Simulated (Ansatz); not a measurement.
# Sn (Im-3m) in Ansatz: further runs

One crystal, Sn, is run at these levels: BLYP, r2SCAN, PBE; tasks: relaxation of cell and atoms.

Program: Ansatz 0.2.0. These are calculated values, not measurements. Logs are shortened: lines on timing, memory, paths and dates and some standing lists are left out, and cuts for length are marked.

## 1. The crystal as given

It takes space group Im-3m (No. 229, cubic). The conventional cell has a = 3.789 Å, b = 3.789 Å, c = 3.789 Å, α = 90.00°, β = 90.00°, γ = 90.00°. Sn (site symmetry m-3m) is surrounded by 8 Sn at 3.28 Å.

This isn't the form of Sn at room conditions, which is tetragonal (white tin).

## 2. Relaxation of cell and atoms, BLYP

Input file input.yaml:

```yaml
crystal:
  lattice:
    - [-1.8946518192, 1.8946518192, 1.8946518192]
    - [1.8946518192, -1.8946518192, 1.8946518192]
    - [1.8946518192, 1.8946518192, -1.8946518192]
  atoms:
    - { symbol: Sn, position: [0.0, 0.0, 0.0] }
hamiltonian:
  xc: blyp
  pseudopotentials: { kind: paw }
kpoints:
  mp_grid: { grid: [10, 10, 10] }
scf:
  occupations: { method: fermi_dirac, width: 0.05 }
output:
  forces: true
  stress: true
  eigenvalues: true
relax:
  f_tol: 0.01
  max_steps: 40
  cell: { stress_tol: 0.05 }
```

Potentials or basis: Ansatz PAW.

The run is started by

```
$ ansatz run input.yaml --threads 2 --pin off --max-ram 5632MiB --backend cpu --events-out ev --progress --plain --runs-dir out
```

What it wrote:

```text
Warning: RAYON_NUM_THREADS=2 ignored (pool sized by the plan → 2); use --threads N
Engine: ansatz 0.2.0, aarch64-unknown-linux-gnu
Pseudopotentials: kind: paw
Pseudopotential: Sn, paw, valence charge 14, recommended cutoff 420 eV (normal), Sn.paw.azcp
Functional definition: BLYP
  parameter beta = 0.0042
  parameter a = 0.04918
  parameter b = 0.132
  parameter c = 0.2533
  parameter d = 0.349
  exchange = b88_x(beta = beta)
  correlation = lyp_c(a = a, b = b, c = c, d = d)
Crystal: 1 atoms, lattice volume = 27.205 Å³
Basis set: ecut = 420 eV, 555 PW (Γ), exchange–correlation on 48×48×48 points (8 copies of the dense FFT grid, shifted against one another)
Bands: 11, of which v1, the nominal top of the filled ones, is band 7 counted from 1 (6 counted from 0)
Symmetry: 48 space group operations
Space group: Im-3m (ITA 229), of the structure as read, at distance tolerance 3.0e-5 Å
k-points: 47 of 1000
Non-local potential: Sn, projectors of the file, l = 0: 2, l = 1: 2, l = 2: 2, l = 3: 2
PAW form: soft (Blöchl's): semilocal exchange-correlation on the pseudo side does not see the compensation charge
PAW frozen core: Sn, regenerated for the run's functional, and the local potential with it (the file was generated under x = pbe(κ = 0.804, μ = 0.2195149727645171), c = pbe(β = 0.06672455060314922))
PAW one-centre angular grid: Sn, 590 points (default); XC on 64 Gauss nodes
Initial density: superposition of atomic densities (neutral atoms: chi_scale 0, normalization atom), corrected by the library's trained network
Initial wavefunctions: pseudopotential atomic-orbital guess
Functional: x = b88, c = lyp
SCF iter   1: F=—  HF=-6040.314638 eV  |F-HF|=—  |Δ(HF+E_count)|=         —  Δρ=7.12e-3  dr2=9.79e-3  ethr=1.77e-3  ⟨swp⟩=5.4  Hψ=3087  notcnv=0
preconditioner: auto → Kerker (q_TF=auto, 2.442 Å⁻¹)  [metal: Δε(μ)=0.026 eV  Ē_g=23.347 eV  σ=0.050 eV  W_gap=0.13  n_scr=12 (ndim 8)  ℏωp=26.6 eV  f_vac=0.000  D(μ)=0.94/eV (n_scr^D=12)]
SCF iter   2: F=—  HF=-6040.313315 eV  |F-HF|=—  |Δ(HF+E_count)|=   1.32e-3  Δρ=4.41e-3  dr2=4.22e-3  ethr=6.99e-5  ⟨swp⟩=1.7  Hψ=937  notcnv=0
SCF iter   3: F=—  HF=-6040.313137 eV  |F-HF|=—  |Δ(HF+E_count)|=   1.78e-4  Δρ=8.30e-4  dr2=2.47e-4  ethr=3.01e-5  ⟨swp⟩=1.5  Hψ=567  notcnv=0
SCF iter   4: F=—  HF=-6040.313142 eV  |F-HF|=—  |Δ(HF+E_count)|=   4.92e-6  Δρ=3.21e-4  dr2=1.80e-5  ethr=1.76e-6  ⟨swp⟩=2.0  Hψ=838  notcnv=0
SCF iter   5: F=—  HF=-6040.313115 eV  |F-HF|=—  |Δ(HF+E_count)|=   2.76e-5  Δρ=6.29e-5  dr2=1.00e-6  ethr=1.28e-7  ⟨swp⟩=2.0  Hψ=841  notcnv=0
SCF iter   6: F=-6040.313114 eV  HF=-6040.313114 eV  |F-HF|=1.43e-8  |Δ(HF+E_count)|=   5.49e-7  Δρ=1.76e-5  dr2=8.54e-8  ethr=7.14e-10  ⟨swp⟩=4.6  Hψ=2792  notcnv=0
SCF 1 converged in 6 iterations: F = -6040.313114 eV  dr2 = 8.54e-8
relax step   1: F+E_penalty+E_count = -6040.31311406 eV  Δ(F+E_penalty+E_count) = +0.000e0 eV  max|allowed force component| = 0.000e0 eV/Å  Δτ_max = 0.0000 Å  P = +5.386 GPa  Ω = 27.205 Å³  (6 SCF iters, dr2 threshold 1.00e-7 eV, accepted)
Crystal: 1 atoms, lattice volume = 30.501 Å³
Basis set: ecut = 420 eV, 603 PW (Γ), exchange–correlation on 48×48×48 points (8 copies of the dense FFT grid, shifted against one another)
Initial density: handed on by an earlier stage of this run
Initial wavefunctions: those handed on with the density
iter 1 solved again at ethr=4.48e-6 eV; its pass at ethr=3.10e-3 eV (dr2=6.27e-4 eV) is discarded
SCF iter   1: F=—  HF=-6040.366557 eV  |F-HF|=—  |Δ(HF+E_count)|=         —  Δρ=1.73e-3  dr2=7.34e-4  ethr=4.48e-6  ⟨swp⟩=2.9  Hψ=5301  notcnv=0
preconditioner: auto → Kerker (q_TF=auto, 2.396 Å⁻¹)  [metal: Δε(μ)=0.096 eV  Ē_g=22.785 eV  σ=0.050 eV  W_gap=0.43  n_scr=12 (ndim 8)  ℏωp=25.2 eV  f_vac=0.000  D(μ)=0.98/eV (n_scr^D=12)]
SCF iter   2: F=—  HF=-6040.366624 eV  |F-HF|=—  |Δ(HF+E_count)|=   6.62e-5  Δρ=1.12e-3  dr2=2.71e-4  ethr=4.48e-6  ⟨swp⟩=2.0  Hψ=800  notcnv=0
SCF iter   3: F=—  HF=-6040.366750 eV  |F-HF|=—  |Δ(HF+E_count)|=   1.26e-4  Δρ=2.50e-4  dr2=1.68e-5  ethr=1.93e-6  ⟨swp⟩=2.0  Hψ=607  notcnv=0
SCF iter   4: F=—  HF=-6040.366764 eV  |F-HF|=—  |Δ(HF+E_count)|=   1.40e-5  Δρ=6.42e-5  dr2=1.00e-6  ethr=1.20e-7  ⟨swp⟩=2.8  Hψ=757  notcnv=0
SCF iter   5: F=-6040.366765 eV  HF=-6040.366765 eV  |F-HF|=1.59e-8  |Δ(HF+E_count)|=   1.75e-6  Δρ=1.09e-5  dr2=4.84e-8  ethr=7.14e-10  ⟨swp⟩=3.8  Hψ=2262  notcnv=0
SCF 2 converged in 5 iterations: F = -6040.366765 eV  dr2 = 4.84e-8
relax step   2: F+E_penalty+E_count = -6040.36676527 eV  Δ(F+E_penalty+E_count) = -5.365e-2 eV  max|allowed force component| = 0.000e0 eV/Å  Δτ_max = 0.0000 Å  P = +0.336 GPa  Ω = 30.501 Å³  energy of the carried Pulay correction = -5.230e-4 eV  (5 SCF iters, dr2 threshold 1.00e-7 eV, accepted)
Crystal: 1 atoms, lattice volume = 30.749 Å³
iter 1 solved again at ethr=1.74e-8 eV; its pass at ethr=3.10e-3 eV (dr2=2.43e-6 eV) is discarded
SCF iter   1: F=—  HF=-6040.367028 eV  |F-HF|=—  |Δ(HF+E_count)|=         —  Δρ=1.04e-4  dr2=2.48e-6  ethr=1.74e-8  ⟨swp⟩=3.7  Hψ=4827  notcnv=0
preconditioner: auto → Kerker (q_TF=auto, 2.393 Å⁻¹)  [metal: Δε(μ)=0.082 eV  Ē_g=22.707 eV  σ=0.050 eV  W_gap=0.38  n_scr=12 (ndim 8)  ℏωp=25.1 eV  f_vac=0.000  D(μ)=0.98/eV (n_scr^D=12)]
SCF iter   2: F=—  HF=-6040.367029 eV  |F-HF|=—  |Δ(HF+E_count)|=   9.04e-7  Δρ=6.73e-5  dr2=9.68e-7  ethr=1.74e-8  ⟨swp⟩=2.0  Hψ=783  notcnv=0
SCF iter   3: F=-6040.367030 eV  HF=-6040.367030 eV  |F-HF|=9.88e-8  |Δ(HF+E_count)|=   8.83e-7  Δρ=1.74e-5  dr2=8.30e-8  ethr=7.14e-10  ⟨swp⟩=4.1  Hψ=2629  notcnv=0
SCF 3 converged in 3 iterations: F = -6040.367030 eV  dr2 = 8.30e-8
relax step   3: F+E_penalty+E_count = -6040.36703010 eV  Δ(F+E_penalty+E_count) = -2.648e-4 eV  max|allowed force component| = 0.000e0 eV/Å  Δτ_max = 0.0000 Å  P = +0.055 GPa  Ω = 30.749 Å³  energy of the carried Pulay correction = -5.599e-4 eV  (3 SCF iters, dr2 threshold 1.00e-7 eV, accepted)
Crystal: 1 atoms, lattice volume = 30.798 Å³
iter 1 solved again at ethr=1.97e-9 eV; its pass at ethr=3.10e-3 eV (dr2=2.75e-7 eV) is discarded
SCF iter   1: F=—  HF=-6040.367031 eV  |F-HF|=—  |Δ(HF+E_count)|=         —  Δρ=3.52e-5  dr2=3.08e-7  ethr=1.97e-9  ⟨swp⟩=3.0  Hψ=4661  notcnv=0
preconditioner: auto → Kerker (q_TF=auto, 2.392 Å⁻¹)  [metal: Δε(μ)=0.080 eV  Ē_g=22.699 eV  σ=0.050 eV  W_gap=0.37  n_scr=12 (ndim 8)  ℏωp=25.0 eV  f_vac=0.000  D(μ)=0.98/eV (n_scr^D=12)]
SCF iter   2: F=—  HF=-6040.367031 eV  |F-HF|=—  |Δ(HF+E_count)|=   3.03e-7  Δρ=2.39e-5  dr2=1.38e-7  ethr=1.97e-9  ⟨swp⟩=1.6  Hψ=578  notcnv=0
SCF iter   3: F=—  HF=-6040.367031 eV  |F-HF|=—  |Δ(HF+E_count)|=   1.59e-7  Δρ=5.58e-6  dr2=9.08e-9  ethr=9.89e-10  ⟨swp⟩=2.0  Hψ=612  notcnv=0
SCF iter   4: F=-6040.367031 eV  HF=-6040.367031 eV  |F-HF|=2.73e-12  |Δ(HF+E_count)|=   1.29e-8  Δρ=1.42e-6  dr2=7.42e-10  ethr=5.38e-11  ⟨swp⟩=5.0  Hψ=1846  notcnv=0
SCF 4 converged in 4 iterations: F = -6040.367031 eV  dr2 = 7.42e-10
relax step   4: F+E_penalty+E_count = -6040.36703147 eV  Δ(F+E_penalty+E_count) = -1.365e-6 eV  max|allowed force component| = 0.000e0 eV/Å  Δτ_max = 0.0000 Å  P = +0.001 GPa  Ω = 30.798 Å³  energy of the carried Pulay correction = -5.672e-4 eV  (4 SCF iters, dr2 threshold 7.53e-9 eV, accepted)
Initial wavefunctions: pseudopotential atomic-orbital guess (no wavefunctions were taken with the density)
iter 1 solved again at ethr=1.90e-7 eV; its pass at ethr=3.10e-3 eV (dr2=2.65e-5 eV) is discarded
SCF iter   1: F=—  HF=-6040.367542 eV  |F-HF|=—  |Δ(HF+E_count)|=         —  Δρ=9.25e-5  dr2=4.40e-7  ethr=1.90e-7  ⟨swp⟩=3.0  Hψ=4434  notcnv=0
preconditioner: auto → Kerker (q_TF=auto, 2.392 Å⁻¹)  [metal: Δε(μ)=0.080 eV  Ē_g=22.697 eV  σ=0.050 eV  W_gap=0.37  n_scr=12 (ndim 8)  ℏωp=25.0 eV  f_vac=0.000  D(μ)=0.98/eV (n_scr^D=12)]
SCF iter   2: F=—  HF=-6040.367542 eV  |F-HF|=—  |Δ(HF+E_count)|=   6.89e-7  Δρ=4.51e-5  dr2=9.95e-8  ethr=3.14e-9  ⟨swp⟩=2.0  Hψ=846  notcnv=0
SCF iter   3: F=—  HF=-6040.367543 eV  |F-HF|=—  |Δ(HF+E_count)|=   3.62e-7  Δρ=1.16e-5  dr2=1.35e-8  ethr=7.11e-10  ⟨swp⟩=2.7  Hψ=846  notcnv=0
SCF iter   4: F=—  HF=-6040.367543 eV  |F-HF|=—  |Δ(HF+E_count)|=   2.42e-8  Δρ=8.70e-7  dr2=1.95e-10  ethr=9.61e-11  ⟨swp⟩=2.1  Hψ=640  notcnv=0
SCF iter   5: F=-6040.367543 eV  HF=-6040.367543 eV  |F-HF|=5.46e-12  |Δ(HF+E_count)|=  3.09e-11  Δρ=1.82e-7  dr2=7.14e-12  ethr=1.00e-12  ⟨swp⟩=4.9  Hψ=2626  notcnv=0
SCF 5 converged in 5 iterations: F = -6040.367543 eV  dr2 = 7.14e-12
relax step   5: F+E_penalty+E_count = -6040.36754266 eV  Δ(F+E_penalty+E_count) = -5.112e-4 eV  max|allowed force component| = 0.000e0 eV/Å  Δτ_max = 0.0000 Å  P = -0.009 GPa  Ω = 30.798 Å³  stress off target by 9.02e-3 GPa  SCF on the basis re-selected at this cell (its energy is not comparable with the rows above)  (5 SCF iters)
basis re-selected at this cell: Δ(F+E_penalty+E_count) = -5.112e-4 eV, ΔP = -0.010 GPa vs the last step (what re-selecting the basis moved, of the pressure what is left beyond the Pulay correction that the steps carried, after the strain that the cell walked since its last selection, with what the two solves' SCF thresholds leave and, on support functions, any second-order correction that the steps lacked; it is no measure of the basis error at this ecutwfc). This SCF's stress stands 9.02e-3 GPa from its target on what of the cell is left free (relax.cell.stress_tol is 5.00e-2 GPa) and its largest allowed force component is 0.00e0 eV/Å (relax.f_tol is 1.00e-2 eV/Å): within both
SCF converged after 5 iterations
Free energy (F): -6040.367543 eV
Harris-Foulkes:  -6040.367543 eV  (|F-HF|=5.46e-12)
Internal energy: -6040.359693 eV  (E = F + TS)
E sigma→0 (E₀):  -6040.363618 eV
Entropy (-TS):   -0.007850 eV (-7.850 meV/atom)
Fermi energy:    9.506421 eV
--- Per-component energies (eV) ---
  E_band       = -98.159478
  E_kinetic    = 185.868482
  E_local      = -911.198462  (includes V_loc(G=0)·N_el)
  E_nonlocal   = -33.465320
  E_hartree    = 551.468590
  E_xc         = -380.119778
  E_vxc        = -94.079343  (∫ρ·V_xc dr)
  E_paw        = -4152.400443  (= ΣΔE_a)
  E_vpaw       = -348.221992  (= ΣTr[D̂ρ^β])
  E_aug_tail   = -0.000000  (compensation charges beyond the density's cutoff)
  E_ewald      = -1300.386484
  E_core_change = -0.126277  (= ΣΔE_core)
  E_smearing   = -0.007850  (= −TS)
  E_closure    = 0.000000  (closes the sum)
  Σ components = -6040.367543   (vs F -6040.367543, Δ=0.00e0)
--- Forces (eV/Å), atoms counted from 1 ---
  atom   1  Sn     0.00000000    -0.00000000     0.00000000
  max |Σ_I F_I| component: 1.54e-30 eV/Å
--- Stress (GPa, compression-positive) ---
       -0.009024       0.000000       0.000000
       -0.000000      -0.009024       0.000000
       -0.000000      -0.000000      -0.009024
  P = ⅓ Tr σ = -0.0090 GPa (-0.090 kbar)
--- Band table (eV; the first three rows and the last of 47) ---
  k-point 0: bands = ["-11.9694", "-11.9694", "-11.9694", "-11.8743", "-11.8743", "-0.7142", "16.1649", "16.1649", "16.1649", "21.4601", "21.4601"]
  k-point 1: bands = ["-11.9721", "-11.9647", "-11.9551", "-11.8775", "-11.8748", "-0.5212", "14.7657", "15.5706", "15.9936", "19.8861", "20.1359"]
  k-point 2: bands = ["-11.9794", "-11.9544", "-11.9176", "-11.8842", "-11.8762", "0.0556", "12.1096", "14.4596", "15.5420", "18.6024", "19.0283"]
  k-point 46: bands = ["-11.9755", "-11.9755", "-11.8316", "-11.8316", "-11.8316", "6.1127", "9.1707", "9.1707", "9.1707", "13.8008", "13.8008"]
--- Relaxed structure (4 steps of the walk, 4 accepted, 1 SCFs on fresh bases) ---
  F+E_penalty+E_count = -6040.36754266 eV   max|allowed force component| = 0.000e0 eV/Å   (the final SCF, on the basis selected at the relaxed cell)
  cell:  # Å, volume = 30.7975 Å³
    - [-1.9746282623118538, 1.9746282623118538, 1.9746282623118538]
    - [1.9746282623118538, -1.9746282623118538, 1.9746282623118538]
    - [1.9746282623118538, 1.9746282623118538, -1.9746282623118538]
  atoms:
    - { symbol: Sn, position: [0.0, 0.0, 0.0] }
```

Run time: 3 s. Hardware: 2 threads of Arm Neoverse V2, shared host; peak memory 0.29 GiB.

What came out:

```yaml
Free_energy: -6040.3675 eV
Relaxed_volume: 30.80 Å³/atom
Relaxed_cell: a = 3.420 Å, b = 3.420 Å, c = 3.420 Å, α = 109.47°, β = 109.47°, γ = 109.47°
Space_group_after_relaxing_to_0.05_Å: Im-3m (No. 229)
Energy_gained_by_relaxing: 54.4 meV/atom
Ionic_steps: 5
Pressure_after_relaxing: 0.0 GPa
Band_gap_on_the_k_mesh: none (metal or under the smearing width)
```

Step by step:
| step | energy change (eV) | largest force (eV/Å) | volume (Å³) |
| --- | --- | --- | --- |
| 1 | 0.0000 | 0.0000 | 27.20 |
| 2 | -0.0537 | 0.0000 | 30.50 |
| 3 | -0.0539 | 0.0000 | 30.75 |
| 4 | -0.0539 | 0.0000 | 30.80 |
| 5 | -0.0544 | 0.0000 | 30.80 |

Final structure:
```
Sn
1.0
    -1.97463    1.97463    1.97463
     1.97463   -1.97463    1.97463
     1.97463    1.97463   -1.97463
Sn
1
Direct
  0.00000 0.00000 0.00000
```

Caveat: the plane-wave basis is chosen anew once the cell has moved, so the energies of steps on either side of that aren't comparable; the PAW data sets come from PBE, with cores solved anew for the run's functional, which leaves a small shift of forces and pressure.

## 3. Relaxation of cell and atoms, r2SCAN

input.yaml, as its differences from that of step 2:

```diff
@@ -8,3 +8,3 @@
 hamiltonian:
-  xc: blyp
+  xc: r2scan
   pseudopotentials: { kind: paw }
```

Potentials or basis: Ansatz PAW.

The run is started by

```
$ ansatz run input.yaml --threads 2 --pin off --max-ram 5632MiB --backend cpu --events-out ev --progress --plain --runs-dir out
```

It took 3.4 s on 2 threads of Arm Neoverse V2, shared host; peak memory 0.35 GiB.

It converged, with:

- Free energy: -6038.3842 eV
- Relaxed volume: 26.76 Å³/atom
- Relaxed cell: a = 3.264 Å, b = 3.264 Å, c = 3.264 Å, α = 109.47°, β = 109.47°, γ = 109.47°
- Space group after relaxing (to 0.05 Å): Im-3m (No. 229)
- Energy gained by relaxing: 1.0 meV/atom
- Ionic steps: 3
- Pressure after relaxing: 0.0 GPa
- Band gap on the k mesh: none (metal or under the smearing width)

Step by step:
```
step  energy change (eV)  largest force (eV/Å)  volume (Å³)
   1              0.0000                0.0000        27.20
   2             -0.0011                0.0000        26.76
   3             -0.0010                0.0000        26.76
```

Final structure:
```yaml
crystal:
  lattice:
    - [-1.88429, 1.88429, 1.88429]
    - [1.88429, -1.88429, 1.88429]
    - [1.88429, 1.88429, -1.88429]
  atoms:
    - { symbol: Sn, position: [0.00000, 0.00000, 0.00000] }
```

Levels at points of the mesh, in eV from the Fermi level:
| k point | band 5 | band 6 | band 7 | band 8 | band 9 | band 10 |
| --- | --- | --- | --- | --- | --- | --- |
| (0.00, 0.00, 0.00) | -22.18 | -11.76 | 8.61 | 8.61 | 8.61 | 12.93 |
| (0.00, 0.00, -0.50) | -22.08 | -6.65 | -4.76 | 3.82 | 5.93 | 8.67 |
| (-0.50, -0.50, -0.50) | -22.11 | -2.20 | -0.60 | -0.60 | -0.60 | 4.19 |

Caveat: the plane-wave basis is chosen anew once the cell has moved, so the energies of steps on either side of that aren't comparable; the PAW data sets come from PBE, with cores solved anew for the run's functional, which leaves a small shift of forces and pressure.

## 4. Relaxation of cell and atoms, PBE

input.yaml, as its differences from that of step 3:

```diff
@@ -8,3 +8,3 @@
 hamiltonian:
-  xc: r2scan
+  xc: pbe
   pseudopotentials: { kind: paw }
@@ -18,2 +18,6 @@
   eigenvalues: true
+  write_density: true
+  write_potential: true
+  elf: true
+  volumetric_format: npy
 relax:
```

The run is started by

```
$ ansatz run input.yaml --threads 2 --pin off --max-ram 5632MiB --backend cpu --events-out ev --progress --plain --runs-dir out
```

Run time: 1.9 s. Hardware: 2 threads of Arm Neoverse V2, shared host; peak memory 0.29 GiB.

It converged, with:

- Free energy: -6024.1287 eV
- Relaxed volume: 27.58 Å³/atom
- Relaxed cell: a = 3.297 Å, b = 3.297 Å, c = 3.297 Å, α = 109.47°, β = 109.47°, γ = 109.47°
- Space group after relaxing (to 0.05 Å): Im-3m (No. 229)
- Energy gained by relaxing: 0.8 meV/atom
- Ionic steps: 3
- Pressure after relaxing: 0.0 GPa
- Band gap on the k mesh: none (metal or under the smearing width)

The path:
```tsv
step	energy change (eV)	largest force (eV/Å)	volume (Å³)
1	0.0000	0.0000	27.20
2	-0.0007	0.0000	27.58
3	-0.0008	0.0000	27.58
```

Final structure:
```yaml
crystal:
  lattice:
    - [-1.90336, 1.90336, 1.90336]
    - [1.90336, -1.90336, 1.90336]
    - [1.90336, 1.90336, -1.90336]
  atoms:
    - { symbol: Sn, position: [0.00000, 0.00000, 0.00000] }
```

Levels at points of the mesh, in eV from the Fermi level:
| k point | band 4 | band 5 | band 6 | band 7 | band 8 | band 9 | band 10 | band 11 |
| --- | --- | --- | --- | --- | --- | --- | --- | --- |
| (0.00, 0.00, 0.00) | -21.40 | -21.40 | -10.95 | 7.87 | 7.87 | 7.87 | 12.11 | 12.11 |
| (0.00, 0.00, -0.50) | -21.40 | -21.32 | -6.36 | -4.32 | 3.59 | 5.42 | 7.90 | 8.22 |
| (-0.50, -0.50, -0.50) | -21.34 | -21.34 | -2.52 | -0.43 | -0.43 | -0.43 | 3.87 | 3.87 |

Caveat: the plane-wave basis is chosen anew once the cell has moved, so the energies of steps on either side of that aren't comparable.

## 5. The runs side by side

```csv
level,cutoff (eV),gap on the mesh (eV),pressure (GPa),relaxed volume (Å³/atom)
BLYP,420,none,0.0,30.80
r2SCAN,500,none,0.0,26.76
PBE,420,none,0.0,27.58
```

Alike in all rows: task relaxation of cell and atoms; potentials or basis Ansatz PAW; no spin polarisation; cell relaxed; k mesh 10 × 10 × 10; smearing fermi-dirac 0.05 eV.

Caveats: the plane-wave basis is chosen anew once the cell has moved, so the energies of steps on either side of that aren't comparable; the PAW data sets come from PBE, with cores solved anew for the run's functional, which leaves a small shift of forces and pressure (some runs).

Absolute energies hang on the potentials; compare differences alone.
